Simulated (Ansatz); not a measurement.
# CdS (Greenockite) (P6_3mc) in Ansatz: notebook, part 2 of 2

Ansatz 0.2.0. Earlier steps stand in the parts before.

## Step 3: Relaxation of cell and atoms, revPBE+D4

File input.yaml:

```yaml
crystal:
  lattice:
    - [4.15, 0.0, 0.0]
    - [-2.075, 3.5940054257, 0.0]
    - [0.0, 0.0, 6.737]
  atoms:
    - { symbol: Cd, position: [0.6666666667, 0.3333333333, 0.5] }
    - { symbol: Cd, position: [0.3333333333, 0.6666666667, 0.0] }
    - { symbol: S, position: [0.6666666667, 0.3333333333, 0.875] }
    - { symbol: S, position: [0.3333333333, 0.6666666667, 0.375] }
hamiltonian:
  xc: revpbe
  pseudopotentials: { kind: paw }
  dispersion: d4
kpoints:
  mp_grid: { grid: [7, 7, 4] }
scf:
  occupations: { method: fermi_dirac, width: 0.05 }
output:
  forces: true
  stress: true
relax:
  f_tol: 0.01
  max_steps: 40
  cell: { stress_tol: 0.05 }
```

Potentials or basis: Ansatz PAW.

On the command line:

```bash
> ansatz run input.yaml --threads 2 --pin off --max-ram 5632MiB --backend cpu --events-out ev --progress --plain --runs-dir out
```

Log:

```text
Warning: RAYON_NUM_THREADS=2 ignored (pool sized by the plan → 2); use --threads N
Engine: ansatz 0.2.0, x86_64-unknown-linux-gnu
Pseudopotentials: kind: paw
Pseudopotential: Cd, paw, valence charge 20, recommended cutoff 420 eV (normal), Cd.paw.azcp
Pseudopotential: S, paw, valence charge 6, recommended cutoff 420 eV (normal), S.paw.azcp
Functional definition: revPBE
  parameter kappa = 1.245
  parameter beta = 0.06672455060314922
  exchange = pbe_x(kappa = kappa, mu = beta*pi^2/3)
  correlation = pbe_c(beta = beta)
Crystal: 4 atoms, lattice volume = 100.483 Å³
Basis set: ecut = 420 eV, 1973 PW (Γ), exchange–correlation on 60×60×96 points (8 copies of the dense FFT grid, shifted against one another)
Bands: 32, of which v1, the nominal top of the filled ones, is band 26 counted from 1 (25 counted from 0)
Symmetry: 12 space group operations
Space group: P63mc (ITA 186), of the structure as read, at distance tolerance 4.6e-5 Å
k-points: 24 of 196 (time reversal used)
Non-local potential: Cd, projectors of the file, l = 0: 3, l = 1: 2, l = 2: 2, l = 3: 1
Non-local potential: S, projectors of the file, l = 0: 2, l = 1: 2, l = 2: 2
PAW form: soft (Blöchl's): semilocal exchange-correlation on the pseudo side does not see the compensation charge
PAW frozen core: Cd, regenerated for the run's functional, and the local potential with it (the file was generated under x = pbe(κ = 0.804, μ = 0.2195149727645171), c = pbe(β = 0.06672455060314922))
PAW frozen core: S, regenerated for the run's functional, and the local potential with it (the file was generated under x = pbe(κ = 0.804, μ = 0.2195149727645171), c = pbe(β = 0.06672455060314922))
PAW one-centre angular grid: Cd, 590 points (default); XC on 64 Gauss nodes
PAW one-centre angular grid: S, 110 points (default); XC on 64 Gauss nodes
Initial density: superposition of atomic densities (neutral atoms: chi_scale 0, normalization atom), corrected by the library's trained network
Initial wavefunctions: pseudopotential atomic-orbital guess
Functional: x = revpbe(κ = 1.245, μ = 0.2195149727645171), c = pbe(β = 0.06672455060314922)
SCF iter   1: F=—  HF=-18334.533168 eV  |F-HF|=—  |Δ(HF+E_count)|=         —  Δρ=2.77e-3  dr2=6.51e-3  ethr=1.77e-3  ⟨swp⟩=6.0  Hψ=3044  notcnv=0
preconditioner: auto → Resta (q_TF=auto, 2.445 Å⁻¹)  ε∞=4.6  [insulator: Δε(μ)=1.341 eV  Ē_g=11.737 eV  σ=0.050 eV  W_gap=1.00  n_scr=22 (ndim 8)  ℏωp=22.2 eV  f_vac=0.131  D(μ)=0.00/eV (n_scr^D=0)  ε∞_Penn≈4.6]
SCF iter   2: F=—  HF=-18334.533455 eV  |F-HF|=—  |Δ(HF+E_count)|=   2.87e-4  Δρ=9.57e-4  dr2=9.13e-4  ethr=1.25e-5  ⟨swp⟩=2.0  Hψ=1290  notcnv=0
SCF iter   3: F=—  HF=-18334.533580 eV  |F-HF|=—  |Δ(HF+E_count)|=   1.26e-4  Δρ=4.25e-4  dr2=2.32e-4  ethr=1.76e-6  ⟨swp⟩=1.0  Hψ=729  notcnv=0
SCF iter   4: F=—  HF=-18334.533683 eV  |F-HF|=—  |Δ(HF+E_count)|=   1.02e-4  Δρ=9.64e-5  dr2=1.01e-5  ethr=4.46e-7  ⟨swp⟩=2.8  Hψ=1161  notcnv=0
[... 36 lines left out ...]
SCF 4 converged in 5 iterations: F = -18334.535233 eV  dr2 = 1.67e-11
relax step   4: F+E_penalty+E_count = -18334.53523255 eV  Δ(F+E_penalty+E_count) = +1.281e-4 eV  max|allowed force component| = 3.408e-3 eV/Å  Δτ_max = 0.0000 Å  P = +0.003 GPa  Ω = 99.974 Å³  stress off target by 1.10e-2 GPa  SCF on the basis re-selected at this cell (its energy is not comparable with the rows above)  (5 SCF iters)
basis re-selected at this cell: Δ(F+E_penalty+E_count) = +1.281e-4 eV, ΔP = +0.000 GPa vs the last step (what re-selecting the basis moved, of the pressure what is left beyond the Pulay correction that the steps carried, after the strain that the cell walked since its last selection, with what the two solves' SCF thresholds leave and, on support functions, any second-order correction that the steps lacked; it is no measure of the basis error at this ecutwfc). This SCF's stress stands 1.10e-2 GPa from its target on what of the cell is left free (relax.cell.stress_tol is 5.00e-2 GPa) and its largest allowed force component is 3.41e-3 eV/Å (relax.f_tol is 1.00e-2 eV/Å): within both
SCF converged after 5 iterations
Free energy (F): -18334.535233 eV
Harris-Foulkes:  -18334.535233 eV  (|F-HF|=5.09e-11)
Internal energy: -18334.535233 eV  (E = F + TS)
E sigma→0 (E₀):  -18334.535233 eV
Entropy (-TS):   -0.000000 eV (-0.000 meV/atom)
Fermi energy:    7.595673 eV
--- Per-component energies (eV) ---
  E_band       = -1012.795429
  E_kinetic    = 1223.954041
  E_local      = -8057.208269  (includes V_loc(G=0)·N_el)
  E_nonlocal   = 122.286542
  E_hartree    = 3703.175257
  E_xc         = -548.744514
  E_vxc        = -618.256777  (∫ρ·V_xc dr)
  E_paw        = -9384.040836  (= ΣΔE_a)
  E_vpaw       = -1089.921473  (= ΣTr[D̂ρ^β])
  E_aug_tail   = 0.000033  (compensation charges beyond the density's cutoff)
  E_ewald      = -5391.576024
  E_disp       = -2.165473  (pairwise vdW)
  E_core_change = -0.215990  (= ΣΔE_core)
  E_smearing   = -0.000000  (= −TS)
  E_closure    = 0.000000  (closes the sum)
  Σ components = -18334.535233   (vs F -18334.535233, Δ=0.00e0)
--- Forces (eV/Å), atoms counted from 1 ---
  atom   1  Cd     0.00000000     0.00000000    -0.00340810
  atom   2  Cd     0.00000000    -0.00000000    -0.00340810
  atom   3  S     -0.00000000     0.00000000     0.00340861
  atom   4  S      0.00000000    -0.00000000     0.00340861
  max |Σ_I F_I| component: 1.01e-6 eV/Å
--- Stress (GPa, compression-positive) ---
        0.010656       0.000000       0.000000
       -0.000000       0.010656      -0.000000
        0.000000      -0.000000      -0.011008
  P = ⅓ Tr σ = 0.0034 GPa (0.034 kbar)
--- Relaxed structure (3 steps of the walk, 3 accepted, 1 SCFs on fresh bases) ---
  F+E_penalty+E_count = -18334.53523255 eV   max|allowed force component| = 3.408e-3 eV/Å   (the final SCF, on the basis selected at the relaxed cell)
  cell:  # Å, volume = 99.9741 Å³
    - [4.139501996268974, -2.2922546450598232e-34, -1.5485878699548025e-18]
    - [-2.069750998134487, 3.584913887785328, 7.742939349774005e-19]
    - [-2.5139365011791202e-18, -2.976948345788853e-33, 6.736906589063593]
  atoms:
    - { symbol: Cd, position: [0.6666666666666666, 0.33333333333333326, 0.49930909461080336] }
    - { symbol: Cd, position: [0.33333333333333326, 0.6666666666666665, -0.0006909053891965894] }
    - { symbol: S, position: [0.6666666666666666, 0.33333333333333326, 0.8756909053891966] }
    - { symbol: S, position: [0.33333333333333326, 0.6666666666666665, 0.37569090538919664] }
```

Wall time 34 s (2 threads of Intel Xeon at 2.50GHz (Skylake/Cascade Lake), shared host); peak memory 0.4 GiB.

Results:

| Property | Result |
| --- | --- |
| Free energy | -18334.5352 eV |
| Relaxed volume | 24.99 Å³/atom |
| Relaxed cell | a = 4.140 Å, b = 4.140 Å, c = 6.737 Å, α = 90.00°, β = 90.00°, γ = 120.00° |
| Space group after relaxing (to 0.05 Å) | P6_3mc (No. 186) |
| Energy gained by relaxing | 0.4 meV/atom |
| Ionic steps | 4 |
| Pressure after relaxing | 0.0 GPa |
| Largest force after relaxing | 0.003 eV/Å |
| Band gap on the k mesh | 1.35 eV |

Forces in eV/Å, atoms in the order of the input:
```
Cd   0.000  0.000 -0.003
Cd   0.000  0.000 -0.003
S    0.000  0.000  0.003
S    0.000  0.000  0.003
```

The path:
```csv
step,energy change (eV),largest force (eV/Å),volume (Å³)
1,0.0000,0.0701,100.48
2,-0.0015,0.0218,99.97
3,-0.0016,0.0034,99.97
4,-0.0014,0.0034,99.97
```

Final structure:
```xyz
4
Lattice="4.1395 0.0000 0.0000 -2.0698 3.5849 0.0000 0.0000 0.0000 6.7369" Properties=species:S:1:pos:R:3 pbc="T T T"
Cd    2.0698    1.1950    3.3638
Cd    0.0000    2.3899   -0.0047
S     2.0698    1.1950    5.8994
S     0.0000    2.3899    2.5310
```

Caveat: odd divisions of the mesh miss points on the zone boundary, where band edges often lie, so the gap on the mesh can be too wide; the plane-wave basis is chosen anew once the cell has moved, so the energies of steps on either side of that aren't comparable; the PAW data sets come from PBE, with cores solved anew for the run's functional, which leaves a small shift of forces and pressure. A k mesh can miss the band edges.
